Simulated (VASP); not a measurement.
As:

```
As
1.0
     1.82500   -5.50000    0.00000
     1.82500    5.50000    0.00000
     0.00000    0.00000    4.47000
As
4
Direct
  0.11000 0.89000 0.06000
  0.61000 0.39000 0.44000
  0.89000 0.11000 0.94000
  0.39000 0.61000 0.56000
```

This isn't the form of As at room conditions, which is rhombohedral.

| Quantity | Value |
| --- | --- |
| Program | VASP 6.6.1 |
| Task | relaxation of cell and atoms |
| Functional | PBEsol |
| Dispersion | D3(BJ) |
| Potentials or basis | VASP PAW PBE potentials, release 64 (As) |
| Cutoff | 700 eV |
| k mesh | 10 × 10 × 8 |
| Occupations | gaussian, width 0.02 eV |
| Spin | no spin polarisation |

At the start: pressure -2.5 GPa; volume 22.43 Å³/atom.

**Question.** How do energy, volume and symmetry change on relaxing?

**Answer.** Over 19 steps the energy falls by 32.0 meV/atom and the volume is 20.17 Å³/atom (-10.1 %); space group Cmce (No. 64, to 0.05 Å).

The path:
| step | energy change (eV) | largest force (eV/Å) | pressure (GPa) | volume (Å³) |
| --- | --- | --- | --- | --- |
| 1 | 0.0000 | 0.1322 | -2.46 | 89.74 |
| 2 | -0.0297 | 0.4902 | 1.04 | 85.33 |
| 3 | -0.0316 | 0.3948 | 0.31 | 86.18 |
| 4 | -0.0649 | 0.3444 | 0.28 | 84.68 |
| 5 | -0.1153 | 0.1543 | 0.98 | 80.22 |
| 6 | -0.1128 | 0.2006 | -1.61 | 82.19 |
| 7 | -0.1207 | 0.0731 | -0.23 | 81.09 |
| 8 | -0.1247 | 0.0139 | -0.08 | 81.01 |
| 9 | -0.1269 | 0.0747 | 0.12 | 80.87 |
| 10 | -0.1272 | 0.0438 | -0.17 | 80.99 |
| 11 | -0.1278 | 0.0384 | -0.05 | 80.94 |
| 12 | -0.1280 | 0.0160 | -0.06 | 80.87 |
| 13 | -0.1281 | 0.0017 | -0.07 | 80.81 |
| 14 | -0.1281 | 0.0016 | -0.07 | 80.82 |
| 15 | -0.1281 | 0.0098 | 0.04 | 80.70 |
| 16 | -0.1281 | 0.0082 | 0.02 | 80.72 |
| 17 | -0.1282 | 0.0038 | 0.01 | 80.69 |
| 18 | -0.1282 | 0.0012 | 0.01 | 80.65 |
| 19 | -0.1282 | 0.0018 | 0.00 | 80.66 |

Final structure:
```cif
data_structure
_symmetry_space_group_name_H-M 'P 1'
_symmetry_Int_Tables_number 1
_cell_length_a 5.6026
_cell_length_b 5.6026
_cell_length_c 4.0949
_cell_angle_alpha 90.000
_cell_angle_beta 90.000
_cell_angle_gamma 141.129
_cell_volume 80.66
loop_
_atom_site_label
_atom_site_type_symbol
_atom_site_fract_x
_atom_site_fract_y
_atom_site_fract_z
_atom_site_occupancy
As1 As 0.11574 0.88426 0.04694 1
As2 As 0.61574 0.38426 0.45306 1
As3 As 0.88426 0.11574 0.95306 1
As4 As 0.38426 0.61574 0.54694 1
```

Caveat: the PAW data sets were made with another functional, which shifts forces and pressure a little; the volume moved by -10 % from the deposited cell, more than functionals usually miss; pairwise dispersion overbinds metals, which lowers pressure and volume.
